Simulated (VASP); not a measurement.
A run of VASP 6.6.1 is set up as follows.

The input INCAR:

```
PREC = Accurate
ENCUT = 520
EDIFF = 1E-6
ISMEAR = 0
SIGMA = 0.05
LREAL = False
LASPH = True
NELM = 100
ALGO = Normal
ISIF = 2
LWAVE = False
LCHARG = True
GGA = PE
IVDW = 12
LELF = True
LVHAR = True
NBANDS = 20
```

Contents of KPOINTS:

```
regular mesh
0
Gamma
  12 12 2
```

File POSCAR:

```
WS2
1.0
    3.0839655899      0.0000000000      0.0000000000
   -1.5419827949      2.6707925452      0.0000000000
    0.0000000000      0.0000000000     18.0625737141
W S
1 2
Direct
    0.3333333333      0.6666666667      0.0000000000
    0.6666666667      0.3333333333      0.9079994900
    0.6666666667      0.3333333333      0.0920005100
```

Potentials or basis: VASP PAW PBE potentials, release 64 (W_sv, S).

The run is started by

```console
$ cat potpaw_PBE.64/W_sv/POTCAR potpaw_PBE.64/S/POTCAR > POTCAR
$ mpirun -np 1 vasp_std > vasp.out
```

Problem. What does it give for the band gap on the k mesh?

Solution. 1.62 eV, indirect (least direct gap 2.43 eV).

Problem. Estimate the largest force.

Solution. 1.084 eV/Å.

Forces in eV/Å, atoms in the order of the input:
```
W    0.000  0.000  0.000
S    0.000  0.000  1.084
S    0.000  0.000 -1.084
```

Caveat: spin-orbit coupling is left out, which moves the levels of the heavy elements. As with any semilocal functional, this PBE gap is likely too small.
